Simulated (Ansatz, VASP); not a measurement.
# Ir: VASP beside Ansatz

File INCAR:

```
PREC = Accurate ; ENCUT = 520
EDIFF = 1E-7 ; ISMEAR = 0
SIGMA = 0.15 ; LREAL = F
LASPH = T ; NELM = 60
ALGO = Normal ; ISIF = 2
LWAVE = F ; LCHARG = F
GGA = PS ; NBANDS = 16
```

The input KPOINTS:

```
regular mesh
0
Gamma
  18 18 12
```

POSCAR

```
Ir
1.0
    2.6688365577      0.0000000000      0.0000000000
   -1.3344182789      2.3112802576      0.0000000000
    0.0000000000      0.0000000000      4.5961587000
Ir
2
Direct
    0.6666666667      0.3333333333      0.7500000000
    0.3333333333      0.6666666667      0.2500000000
```

Input for Ansatz:

```yaml
crystal:
  lattice:
    - [2.6688365577, 0.0, 0.0]
    - [-1.3344182789, 2.3112802576, 0.0]
    - [0.0, 0.0, 4.5961587]
  atoms:
    - { symbol: Ir, position: [0.6666666667, 0.3333333333, 0.75] }
    - { symbol: Ir, position: [0.3333333333, 0.6666666667, 0.25] }
basis:
  ecutwfc: 420
kpoints:
  mp_grid: { grid: [18, 18, 12] }
hamiltonian:
  xc: pbesol
scf:
  occupations: { method: gaussian, width: 0.15 }
output:
  forces: true
  stress: true
  eigenvalues: true
```

Change from the starting cell: strain -0.030 along x and y, +0.030 along z, atoms carried along.

Alike in both runs: task single point; functional PBEsol; k mesh 18 × 18 × 12; occupations gaussian, width 0.15 eV; no spin polarisation.

|  | VASP | Ansatz |
| --- | --- | --- |
| version | VASP 6.6.1 | Ansatz 0.2.0 |
| potentials or method | VASP PAW PBE potentials, release 64 (Ir) | scalar-relativistic, plane waves, PAW |
| plane-wave cutoff (eV) | 520 | 420 |
| valence electrons in the cell | 18 | 34 |

Ansatz gave:

```
gap on the k mesh at the Fermi level (eV)       : none
pressure (GPa)                                  : -0.3
largest component of the traceless stress (GPa) : 15.45
```

Q: What did VASP give for the same quantities?

A: gap on the k mesh at the Fermi level (eV): none; pressure (GPa): 0.7; largest component of the traceless stress (GPa): 15.50.

A gap of «none» marks a metal or a gap that the smearing closes. The two sets of potentials don't hold the same shells in valence.

Caveats: the PAW data sets were made with another functional, which shifts forces and pressure a little (VASP). Spin-orbit coupling is left out, which matters for the levels of Ir.
